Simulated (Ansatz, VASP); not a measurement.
Two plane-wave programs on Na

```xyz
4
Lattice="3.7004 0.0000 0.0000 -1.8502 3.2046 0.0000 0.0000 0.0000 13.0388" Properties=species:S:1:pos:R:3 pbc="T T T"
Na    1.8502    1.0682    9.7791
Na    0.0000    0.0000    6.5194
Na    0.0000    2.1364    3.2597
Na    0.0000    0.0000    0.0000
```

This isn't the form of Na at room conditions, which is bcc.

Alike in both runs: task single point; functional PBEsol; k mesh 7 × 7 × 2; occupations fermi-dirac, width 0.05 eV; no spin polarisation.

```csv
,VASP,Ansatz
version,VASP 6.6.1,Ansatz 0.2.0
potentials or method,"VASP PAW PBE potentials, release 64 (Na_pv)",Ansatz PAW
plane-wave cutoff (eV),520,420
valence electrons in the cell,28,36
```

```csv
,VASP,Ansatz,Ansatz less VASP
gap on the k mesh at the Fermi level (eV),none,none,-
pressure (GPa),-0.4,-0.4,0.00
largest component of the traceless stress (GPa),0.73,0.73,-0.002
```

A gap of «none» marks a metal or a gap that the smearing closes. The functional is the same, so the differences come from potentials, cutoffs and numerics. The two sets of potentials don't hold the same shells in valence.

Caveats: the PAW data sets were made with another functional, which shifts forces and pressure a little (VASP); the PAW data sets come from PBE, with cores solved anew for the run's functional, which leaves a small shift of forces and pressure (Ansatz).
